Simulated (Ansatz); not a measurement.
# TiO: dependence on the set of potentials

Method: Ansatz 0.2.0, DFT r2SCAN, scalar-relativistic, plane waves. The atoms stay where they are, in a cell that isn't relaxed at these levels; pressure is positive in compression.

```
Ti O
1.0
     3.03100    0.00000    0.00000
    -1.51550    2.62492    0.00000
     0.00000    0.00000    3.23770
Ti O
1 1
Cartesian
  1.5155 0.8750 0.0000
  0.0000 0.0000 1.6188
```

```
Γ-centred k-mesh : 12×12×12
occupation rule  : Gaussian smearing, 0.01 eV
spin treatment   : unpolarised
```

| set of potentials | cutoff (eV) | gap on mesh (eV) | P (GPa) |
| --- | --- | --- | --- |
| PAW (default set) | 500 | 0.17 | -39.6 |
| PAW (harder set) | 1050 | 0.17 | -39.6 |
| norm-conserving potentials | 1290 | 0.17 | -39.7 |

This form isn't the usual stable structure of the compound.